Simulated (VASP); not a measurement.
## AgCl (Chlorargyrite): relaxation of cell and atoms with PBEsol

AgCl (Chlorargyrite):

```
CELL_PARAMETERS angstrom
0.00000 2.73500 2.73500
2.73500 0.00000 2.73500
2.73500 2.73500 0.00000
ATOMIC_POSITIONS crystal
Ag 0.00000 0.00000 0.00000
Cl 0.50000 0.50000 0.50000
```

```
Program                : VASP 6.6.1
Task                   : relaxation of cell and atoms
Functional             : PBEsol
Potentials or basis    : VASP PAW PBE potentials, release 64 (Ag, Cl)
Cutoff                 : 600 eV
k mesh                 : 8 × 8 × 8
Occupations            : gaussian, width 0.03 eV
Spin                   : no spin polarisation
Further INCAR settings : ALGO = Normal; EDIFF = 1e-06; IBRION = 2; EDIFFG = -0.01; NSW = 90; ISIF = 3
```

* Relaxed volume: 20.18 Å³/atom
* Relaxed cell: a = 3.850 Å, b = 3.850 Å, c = 3.850 Å, α = 60.00°, β = 60.00°, γ = 60.00°
* Space group after relaxing (to 0.05 Å): Fm-3m (No. 225)
* Energy gained by relaxing: 0.6 meV/atom
* Ionic steps: 2
* Pressure after relaxing: 0.0 GPa
* Band gap on the k mesh: 0.72 eV, indirect (least direct gap 3.23 eV)

The path:
```csv
step,energy change (eV),largest force (eV/Å),pressure (GPa),volume (Å³)
1,0.0000,0.0000,-0.74,40.92
2,-0.0013,0.0000,0.01,40.36
```

Final structure:
```
Ag Cl
1.0
     0.00000    2.72249    2.72249
     2.72249    0.00000    2.72249
     2.72249    2.72249    0.00000
Ag Cl
1 1
Cartesian
  0.0000 2.7225 2.7225
  2.7225 2.7225 2.7225
```

Levels at points of the mesh, in eV from the valence-band top:
```tsv
k point	band 5	band 6	band 7	band 8	band 9	band 10	band 11	band 12	band 13
(0.00, 0.00, 0.00)	-2.67	-2.67	-2.57	-2.57	-2.57	0.72	10.72	10.72	10.72
(0.50, 0.00, 0.00)	-2.28	-2.28	-1.94	0.00	0.00	3.88	6.75	7.42	7.42
(0.50, 0.50, 0.00)	-3.11	-2.45	-2.14	-2.14	-2.02	2.14	7.78	8.64	11.64
```

Run time: 15 s on 1 thread of AMD EPYC 9R45 (Zen 5) (shared host), peak memory 0.16 GiB.

Caveat: the PAW data sets were made with another functional, which shifts forces and pressure a little. A k mesh can miss the band edges.
